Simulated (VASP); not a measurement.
# AlAs (F-43m) in VASP: further runs

One crystal, AlAs, is run at these levels: PBEsol, r2SCAN; tasks: relaxation of cell and atoms.

Program: VASP 6.6.1. These are calculated values, not measurements. Logs are shortened: lines on timing, memory, paths and dates and some standing lists are left out, and cuts for length are marked.

## (1) Starting point

Symmetry: F-43m, No. 216, cubic system. Conventional cell: a = 5.661 Å, b = 5.661 Å, c = 5.661 Å, α = 90.00°, β = 90.00°, γ = 90.00°. Around Al (site symmetry -43m) lie 4 As at 2.45 Å. As (site symmetry -43m) is surrounded by 4 Al at 2.45 Å.

## (2) Relaxation of cell and atoms, PBEsol

INCAR reads:

```
SYSTEM = AlAs
  PREC = Accurate
  ENCUT = 600
  EDIFF = 1E-6
  ISMEAR = 0
  SIGMA = 0.03
  LREAL = .False.
  LASPH = .True.
  NELM = 80
  ALGO = Normal
  ISIF = 3
  LWAVE = .False.
  LCHARG = .False.
  GGA = PS
  IBRION = 2
  NSW = 90
  EDIFFG = -0.01
  KPAR = 4
```

KPOINTS reads:

```
Automatic mesh
0
Gamma
  8 8 8
  0 0 0
```

POSCAR reads:

```
AlAs
1.0
    0.0000000000      2.8304000000      2.8304000000
    2.8304000000      0.0000000000      2.8304000000
    2.8304000000      2.8304000000      0.0000000000
Al As
1 1
Direct
    0.0000000000      0.0000000000      0.0000000000
    0.2500000000      0.2500000000      0.2500000000
```

Potentials or basis: VASP PAW PBE potentials, release 64 (Al, As).

Run with:

```
cat potpaw_PBE.64/Al/POTCAR potpaw_PBE.64/As/POTCAR > POTCAR
mpirun -np 4 vasp_std > vasp.out
```

OUTCAR:

```text
SYSTEM = AlAs
   PREC = Accurate
   ENCUT = 600
   EDIFF = 1E-6
   ISMEAR = 0
   LREAL = .False.
   LASPH = .True.
   NELM = 80
   ISIF = 3
   GGA = PS
   IBRION = 2
   NSW = 90
   EDIFFG = -0.01

 ion  position               nearest neighbor table
   1  0.000  0.000  0.000-   2 2.45   2 2.45   2 2.45   2 2.45
   2  0.250  0.250  0.250-   1 2.45   1 2.45   1 2.45   1 2.45

  LATTYP: Found a face centered cubic cell.
 ALAT       =     5.6608000000

  Lattice vectors:

 A1 = (   0.0000000000,   2.8304000000,   2.8304000000)
 A2 = (   2.8304000000,   0.0000000000,   2.8304000000)
 A3 = (   2.8304000000,   2.8304000000,   0.0000000000)

Analysis of symmetry for initial positions (statically):
=====================================================================
 Subroutine PRICEL returns:
 Original cell was already a primitive cell.

 Routine SETGRP: Setting up the symmetry group for a
 face centered cubic supercell.

 Subroutine GETGRP returns: Found 24 space group operations
 (whereof 24 operations were pure point group operations)
 out of a pool of 48 trial point group operations.

The static configuration has the point symmetry T_d .

Analysis of symmetry for dynamics (positions and initial velocities):
=====================================================================
 Subroutine PRICEL returns:
 Original cell was already a primitive cell.

 Routine SETGRP: Setting up the symmetry group for a
 face centered cubic supercell.

 Subroutine GETGRP returns: Found 24 space group operations
 (whereof 24 operations were pure point group operations)
 out of a pool of 48 trial point group operations.

The dynamic configuration has the point symmetry T_d .

 Subroutine INISYM returns: Found 24 space group operations
 (whereof 24 operations are pure point group operations),
 and found     1 'primitive' translations

----------------------------------------------------------------------------------------

                                     Primitive cell

  volume of cell :      45.3496

  direct lattice vectors                    reciprocal lattice vectors
     0.000000000  2.830400000  2.830400000    -0.176653477  0.176653477  0.176653477
     2.830400000  0.000000000  2.830400000     0.176653477 -0.176653477  0.176653477
     2.830400000  2.830400000  0.000000000     0.176653477  0.176653477 -0.176653477

  length of vectors
     4.002790067  4.002790067  4.002790067     0.305972797  0.305972797  0.305972797

  position of ions in fractional coordinates (direct lattice)
     0.000000000  0.000000000  0.000000000
     0.250000000  0.250000000  0.250000000

  ion indices of the primitive-cell ions
   primitive index   ion index
                 1           1
                 2           2

----------------------------------------------------------------------------------------

 KPOINTS: Automatic mesh

Automatic generation of k-mesh.
 Grid dimensions read from file:
 generate k-points for:    8    8    8

 Generating k-lattice:

  Cartesian coordinates                     Fractional coordinates (reciprocal lattice)
    -0.022081685  0.022081685  0.022081685     0.125000000  0.000000000  0.000000000
     0.022081685 -0.022081685  0.022081685     0.000000000  0.125000000  0.000000000
     0.022081685  0.022081685 -0.022081685     0.000000000  0.000000000  0.125000000

  Length of vectors
     0.038246600  0.038246600  0.038246600

  Shift w.r.t. Gamma in fractional coordinates (k-lattice)
     0.000000000  0.000000000  0.000000000

 Subroutine IBZKPT returns following result:
 ===========================================

 Found     29 irreducible k-points:

 Following reciprocal coordinates:
            Coordinates               Weight
  0.000000  0.000000  0.000000      1.000000
  0.125000  0.000000  0.000000      8.000000
  0.250000  0.000000  0.000000      8.000000
  0.375000  0.000000  0.000000      8.000000
  0.500000  0.000000  0.000000      4.000000
  0.125000  0.125000  0.000000      6.000000
[... 16 lines left out ...]
  0.500000  0.250000  0.125000     48.000000
 -0.375000  0.250000  0.125000     24.000000
 [... further k-points ...]
   k-points           NKPTS =     29   k-points in BZ     NKDIM =     29   number of bands    NBANDS=      8
   number of dos      NEDOS =    301   number of ions     NIONS =      2
   total plane-waves  NPLWV =  32768
   dimension x,y,z NGX =    32 NGY =   32 NGZ =   32
   dimension x,y,z NGXF=    64 NGYF=   64 NGZF=   64
   ions per type =               1   1
   NGX,Y,Z   is equivalent  to a cutoff of  13.29, 13.29, 13.29 a.u.
   NGXF,Y,Z  is equivalent  to a cutoff of  26.58, 26.58, 26.58 a.u.
 SYSTEM =  AlAs
   PREC   = accura    normal or accurate (medium, high low for compatibility)
   ISTART =      0    job   : 0-new  1-cont  2-samecut
   ICHARG =      2    charge: 1-file 2-atom 10-const
   ISPIN  =      1    spin polarized calculation?
   LNONCOLLINEAR =      F non collinear calculations
   LSORBIT =      F    spin-orbit coupling
   LASPH  =      T    aspherical Exc in radial PAW
   ENCUT  =  600.0 eV  44.10 Ry    6.64 a.u.   7.99  7.99  7.99*2*pi/ulx,y,z
   NELM   =     80;   NELMIN=  2; NELMDL= -5     # of ELM steps
   EDIFF  = 0.1E-05   stopping-criterion for ELM
   LREAL  =      F    real-space projection
   EDIFFG = -.1E-01   stopping-criterion for IOM
   NSW    =     90    number of steps for IOM
   IBRION =      2    ionic relax: 0-MD 1-quasi-New 2-CG
   NFREE  =      1    steps in history (QN), initial steepest desc. (CG)
   ISIF   =      3    stress and relaxation
   ISYM   =      2    0-nonsym 1-usesym 2-fastsym
   POTIM  = 0.5000    time-step for ionic-motion
   TEBEG  =    0.0;   TEEND  =   0.0 temperature during run
   PSTRESS=    0.0 pullay stress
   NELECT =       8.0000    total number of electrons
   NUPDOWN=      -1.0000    fix difference up-down
   EMIN   =  10.00;   EMAX   =-10.00  energy-range for DOS
   EFERMI =   0.00;   METHOD = LEGACY
   ISMEAR =     0;   SIGMA  =   0.03  broadening in eV -4-tet -1-fermi 0-gaus
   EFERMI_NEDOS =   21; number of points for ismear=-14 and -15
   IALGO  =     38    algorithm
   IMIX   =      4    mixing-type and parameters
     AMIX     =   0.40;   BMIX     =  1.00
     AMIX_MAG =   1.60;   BMIX_MAG =  1.00
  volume/ion in A,a.u.               =      22.67       153.02
  Fermi-wavevector in a.u.,A,eV,Ry     =   0.918150  1.735052 11.469706  0.843000
  Thomas-Fermi vector in A             =   2.043199
   LORBIT       =      0    0 simple, 1 ext, 2 COOP (PROOUT), +10 PAW based schemes
   GGA     = PS    functional components
   LHFCALC =     F    Hartree Fock is set to
   AEXX    =    0.0000 exact exchange contribution
   IVDW    =     0    specifies the selected vdW correction
   LEPSILON=     F    determine dielectric tensor
   LRPA    =     F    only Hartree local field effects (RPA)
 conjugate gradient relaxation of ions
 non-spin polarized calculation
 Gauss-broadening in eV      SIGMA  =   0.03
  energy-cutoff  :      600.00
  volume of cell :       45.35
 maximum number of plane-waves:      1540
   NGX = 15   NGY = 15   NGZ = 15

--------------------------------------- Ionic step        1  -------------------------------------------

 number of electron       8.0000001 magnetization

 Free energy of the ion-electron system (eV)
  ---------------------------------------------------
  ext. energy  EPLUGINS =         0.00000000
  ---------------------------------------------------
  free energy    TOTEN  =       -10.06365207 eV

  energy without entropy =      -10.06365207  energy(sigma->0) =      -10.06365207

------------------------ aborting loop because EDIFF is reached ----------------------------------------

  FORCE on cell =-STRESS in cart. coord.  units (eV):
  Direction    XX          YY          ZZ          XY          YZ          ZX
  --------------------------------------------------------------------------------------
  -------------------------------------------------------------------------------------
  Total        0.2326517      0.2326517      0.2326517      0.0000000     -0.0000000      0.0000000
  in kB        8.2194623      8.2194623      8.2194623      0.0000000     -0.0000000      0.0000000
  external PRESSURE =       8.2194623 kB  Pullay stress =       0.0000000 kB

 VOLUME and BASIS-vectors are now :
 -----------------------------------------------------------------------------
  energy-cutoff  :      600.00
  volume of cell :       45.35
      direct lattice vectors                 reciprocal lattice vectors
     0.000000000  2.830400000  2.830400000    -0.176653477  0.176653477  0.176653477
     2.830400000  0.000000000  2.830400000     0.176653477 -0.176653477  0.176653477
     2.830400000  2.830400000  0.000000000     0.176653477  0.176653477 -0.176653477
[... 37 lines left out ...]
 POSITION                                       TOTAL-FORCE (eV/Angst)
 -----------------------------------------------------------------------------------
      0.00000      0.00000      0.00000         0.000000      0.000000      0.000000
      1.42314      1.42314      1.42314        -0.000000     -0.000000     -0.000000
 -----------------------------------------------------------------------------------
    total drift:                                0.000000      0.000000      0.000000

  FREE ENERGIE OF THE ION-ELECTRON SYSTEM (eV)
  ---------------------------------------------------
  free  energy   TOTEN  =       -10.0646022920 eV

  energy  without entropy=      -10.0646022920  energy(sigma->0) =      -10.06460229

--------------------------------------- Ionic step        3  -------------------------------------------

 number of electron       8.0000001 magnetization

 Free energy of the ion-electron system (eV)
  ---------------------------------------------------
  ext. energy  EPLUGINS =         0.00000000
  ---------------------------------------------------
  free energy    TOTEN  =       -10.06493621 eV

  energy without entropy =      -10.06493621  energy(sigma->0) =      -10.06493621

 E-fermi :   3.8681     XC(G=0):  -9.1529

 val. band max:        3.7082847658   @ k =   0.0000   0.0000   0.0000
 cond. band min:       5.0465055103   @ k =   0.5000   0.5000   0.0000
 fundamental gap:      1.3382207445
 Fermi energy:         3.8681211342

 k-point     1 :       0.0000    0.0000    0.0000
  band No.  band energies     occupation
      1      -8.1168      2.00000
      2       3.7083      2.00000
      3       3.7083      2.00000
      4       3.7083      2.00000
      5       5.6018      0.00000
      6       7.9525      0.00000
      7       7.9525      0.00000
      8       7.9525      0.00000

 k-point     2 :       0.1250    0.0000    0.0000
  band No.  band energies     occupation
      1      -7.9655      2.00000
      2       2.2653      2.00000
      3       3.5484      2.00000
      4       3.5484      2.00000
      5       6.3800      0.00000
      6       8.2321      0.00000
      7       8.2321      0.00000
      8       8.3251      0.00000
[... 221 lines left out ...]
 k-point    23 :       0.5000    0.2500    0.1250
  band No.  band energies     occupation
      1      -6.7081      2.00000
      2      -1.0585      2.00000
      3       1.1712      2.00000
      4       2.3550      2.00000
      5       7.3045      0.00000
      6       8.0792      0.00000
      7       9.4021      0.00000
      8      10.4919      0.00000

 k-point    24 :      -0.3750    0.2500    0.1250
  band No.  band energies     occupation
      1      -6.4569      2.00000
      2      -1.5329      2.00000
      3       1.0195      2.00000
      4       2.1723      2.00000
      5       7.2939      0.00000
      6       7.8607      0.00000
      7      10.3076      0.00000
      8      11.2383      0.00000

 [... further k-points ...]
[... 5 lines left out ...]
  --------------------------------------------------------------------------------------
  -------------------------------------------------------------------------------------
  Total        0.0008354      0.0008354      0.0008354      0.0000000      0.0000000      0.0000000
  in kB        0.0291895      0.0291895      0.0291895      0.0000000      0.0000000      0.0000000
  external PRESSURE =       0.0291895 kB  Pullay stress =       0.0000000 kB

 VOLUME and BASIS-vectors are now :
 -----------------------------------------------------------------------------
  energy-cutoff  :      600.00
  volume of cell :       45.86
      direct lattice vectors                 reciprocal lattice vectors
     0.000000000  2.840884473  2.840884473    -0.176001525  0.176001525  0.176001525
     2.840884473  0.000000000  2.840884473     0.176001525 -0.176001525  0.176001525
     2.840884473  2.840884473  0.000000000     0.176001525  0.176001525 -0.176001525

 POSITION                                       TOTAL-FORCE (eV/Angst)
 -----------------------------------------------------------------------------------
      0.00000      0.00000      0.00000        -0.000000     -0.000000     -0.000000
      1.42044      1.42044      1.42044         0.000000      0.000000      0.000000
 -----------------------------------------------------------------------------------
    total drift:                                0.000000      0.000000      0.000000

  FREE ENERGIE OF THE ION-ELECTRON SYSTEM (eV)
  ---------------------------------------------------
  free  energy   TOTEN  =       -10.0649362116 eV

  energy  without entropy=      -10.0649362116  energy(sigma->0) =      -10.06493621

 reached required accuracy - stopping structural energy minimisation
```

Wall time 8.5 s (4 MPI ranks of Intel Xeon Platinum 8488C (Sapphire Rapids), shared host); peak memory 0.18 GiB.

Results:

* Free energy: -10.0649 eV
* Relaxed volume: 22.93 Å³/atom
* Relaxed cell: a = 4.018 Å, b = 4.018 Å, c = 4.018 Å, α = 60.00°, β = 60.00°, γ = 60.00°
* Space group after relaxing (to 0.05 Å): F-43m (No. 216)
* Energy gained by relaxing: 0.6 meV/atom
* Ionic steps: 3
* Pressure after relaxing: 0.0 GPa
* Band gap on the k mesh: 1.34 eV, indirect (least direct gap 1.89 eV)

Step by step:
| step | energy change (eV) | largest force (eV/Å) | pressure (GPa) | volume (Å³) |
| --- | --- | --- | --- | --- |
| 1 | 0.0000 | 0.0000 | 0.82 | 45.35 |
| 2 | -0.0010 | 0.0000 | -0.41 | 46.12 |
| 3 | -0.0013 | 0.0000 | 0.00 | 45.86 |

Final structure:
```
Al As
1.0
     0.00000    2.84088    2.84088
     2.84088    0.00000    2.84088
     2.84088    2.84088    0.00000
Al As
1 1
Direct
  0.00000 0.00000 0.00000
  0.25000 0.25000 0.25000
```

Caveat: the PAW data sets were made with another functional, which shifts forces and pressure a little.

## (3) Relaxation of cell and atoms, PBEsol

This run uses another cell than the first one, of 22.93 Å³/atom, 1.011 times its volume.

Changes to INCAR since step 2:

```diff
@@ -3,3 +3,3 @@
   ENCUT = 600
-  EDIFF = 1E-6
+  EDIFF = 1E-7
   ISMEAR = 0
@@ -16,3 +16,3 @@
   NSW = 90
-  EDIFFG = -0.01
+  EDIFFG = -0.005
   KPAR = 4
```

KPOINTS is that of step 2.

POSCAR reads:

```
AlAs                                    
1.0
    0.0000000000      2.8408844733      2.8408844733
    2.8408844733      0.0000000000      2.8408844733
    2.8408844733      2.8408844733      0.0000000000
  Al              As            
     1     1
Direct
     0.0000000000000000    0.0000000000000000    0.0000000000000000
     0.2500000000000000    0.2500000000000000    0.2500000000000000
```

Potentials or basis: VASP PAW PBE potentials, release 64 (Al, As).

Run with:

```
cat potpaw_PBE.64/Al/POTCAR potpaw_PBE.64/As/POTCAR > POTCAR
mpirun -np 4 vasp_std > vasp.out
```

Run time: 6.1 s. Hardware: 4 MPI ranks of Intel Xeon Platinum 8488C (Sapphire Rapids), shared host; peak memory 0.16 GiB.

Results (log left out):

```yaml
Free_energy: -10.0649 eV
Pressure_after_relaxing: 0.0 GPa
Band_gap_on_the_k_mesh: 1.34 eV, indirect (least direct gap 1.89 eV)
```

Final structure:
```yaml
crystal:
  lattice:
    - [0.00000, 2.84088, 2.84088]
    - [2.84088, 0.00000, 2.84088]
    - [2.84088, 2.84088, 0.00000]
  atoms:
    - { symbol: Al, position: [0.00000, 0.00000, 0.00000] }
    - { symbol: As, position: [0.25000, 0.25000, 0.25000] }
```

Levels at points of the mesh, in eV from the valence-band top:
| k point | band 2 | band 3 | band 4 | band 5 | band 6 | band 7 |
| --- | --- | --- | --- | --- | --- | --- |
| (0.00, 0.00, 0.00) | 0.00 | 0.00 | 0.00 | 1.89 | 4.24 | 4.24 |
| (0.50, 0.00, 0.00) | -5.55 | -0.82 | -0.82 | 2.04 | 4.62 | 4.62 |
| (0.50, 0.50, 0.00) | -5.40 | -2.16 | -2.16 | 1.34 | 2.22 | 10.20 |

Caveat: the relaxation stopped at its first step, so nothing moved; the PAW data sets were made with another functional, which shifts forces and pressure a little.

[end of part 1 of 3]
